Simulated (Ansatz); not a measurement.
# HfH2: the cost of one run

Program: Ansatz 0.2.0. Level of theory: DFT r2SCAN, scalar-relativistic, plane waves, PAW. These are calculated values, not measurements.

1 further run of the same task is left out (set aside as unsound or not needed).

## (1) The starting structure

Symmetry: I4/mmm, No. 139, tetragonal system. The conventional cell has a = 3.465 Å, b = 3.465 Å, c = 4.307 Å, α = 90.00°, β = 90.00°, γ = 90.00°. Around Hf (site symmetry 4/mmm) lie 8 H at 2.04 Å. H (site symmetry -4m2) is surrounded by 4 Hf at 2.04 Å.

Structure file:

```
Hf H
1.0
    -1.73246    1.73246    2.15357
     1.73246   -1.73246    2.15357
     1.73246    1.73246   -2.15357
Hf H
1 2
Direct
  0.00000 0.00000 0.00000
  0.75000 0.25000 0.50000
  0.25000 0.75000 0.50000
```

This cell was relaxed beforehand with the same method: volume 8.62 Å³/atom, gap on the mesh none (metal).

## (2) Static run: bands, density of states and charges

The input, input.yaml:

```yaml
crystal:
  lattice:
    - [-1.7324560127, 1.7324560127, 2.1535680086]
    - [1.7324560127, -1.7324560127, 2.1535680086]
    - [1.7324560127, 1.7324560127, -2.1535680086]
  atoms:
    - { symbol: Hf, position: [0.0, 0.0, 0.0] }
    - { symbol: H, position: [0.75, 0.25, 0.5] }
    - { symbol: H, position: [0.25, 0.75, 0.5] }
basis:
  ecutwfc: 500
kpoints:
  mp_grid: { grid: [16, 16, 16] }
  band_path:
    path:
      - [[0.0, 0.0, 0.0], [0.0, 0.0, 0.5], [0.25, 0.25, 0.25], [0.0, 0.5, 0.0], [0.0, 0.0, 0.0], [0.5, 0.5, -0.5], [0.41178836, 0.58821164, -0.41178836]]
      - [[-0.41178836, 0.41178836, 0.41178836], [0.0, 0.0, 0.0]]
      - [[0.0, 0.0, 0.5], [-0.32357671, 0.32357671, 0.5]]
      - [[0.5, 0.5, -0.32357671], [0.5, 0.5, -0.5]]
    npoints: 14
hamiltonian:
  xc: r2scan
scf:
  occupations: { method: gaussian, width: 0.1 }
  n_extra_bands: 7
output:
  forces: true
  stress: true
  eigenvalues: true
  populations: true
  dos: { projected: true, de: 0.02, nscf_kmesh: { grid: [24, 24, 24] } }
  bader: true
  write_density: true
  write_potential: true
  elf: true
  volumetric_format: npy
```

The run is started by

```bash
$ ansatz run input.yaml --threads 1 --pin off --max-ram 2560MiB --backend cpu --events-out ev --progress --plain --runs-dir out
```

Q: Estimate wall time and peak memory on 1 thread of Arm Neoverse V1, shared host.

About 71 s, with a peak of 0.69 GiB.
